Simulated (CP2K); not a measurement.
Runs of CP2K 2026.2 on TePb. The structure is cubic, space group Pm-3m (No. 221). Conventional cell: a = 4.002 Å, b = 4.002 Å, c = 4.002 Å, α = 90.00°, β = 90.00°, γ = 90.00°. Around Pb (site symmetry m-3m) lie 8 Te at 3.47 Å. Around Te (site symmetry m-3m) lie 8 Pb at 3.47 Å. Measurements of this composition are mostly on another form, of space group No. 225.

```csv
potentials or basis,ADDED_MOS,gap on the mesh (eV),pressure (GPa)
"POTENTIAL_UZH Pb GTH-PBE-q4, Te GTH-PBE-q6; TZV2P-MOLOPT-PBE-GTH basis",[10],none,0.3
"POTENTIAL_UZH Pb GTH-PBE-q4, Te GTH-PBE-q6; DZVP-MOLOPT-PBE-GTH basis",[10],none,(b)
"GTH_POTENTIALS Pb GTH-PBE-q4, Te GTH-PBE-q6; SZV-MOLOPT-SR-GTH basis",[3],none,3.3
"GTH_POTENTIALS Pb GTH-PBE-q4, Te GTH-PBE-q6; DZVP-MOLOPT-SR-GTH basis",[10],none,0.5
"POTENTIAL_UZH Pb GTH-PBE-q4, Te GTH-PBE-q6; ccGRB-D basis",[10],none,(a)
"POTENTIAL_UZH Pb GTH-PBE-q4, Te GTH-PBE-q6; TZVP-MOLOPT-PBE-GTH basis",[10],none,0.7
"GTH_POTENTIALS Pb GTH-PBE-q4, Te GTH-PBE-q6; TZVP-MOLOPT-SR-GTH basis",[10],none,0.5
```

Alike in all rows: task single point; level PBE; no spin polarisation; cell as given; k mesh 7 × 7 × 7; smearing fermi-dirac 0.05 eV.

Problem. Estimate the missing entries.

Solution. (a) 1.0; (b) 0.9.

Caveats: the basis of atomic orbitals isn't converged, which shifts pressures, moduli and gaps; a minimal basis gives rough bond lengths, pressures and levels (some runs).

A k mesh can miss the band edges, and the runs leave out spin-orbit coupling on Pb, Te.

A gap of «none» marks a metal or a gap under the smearing width.
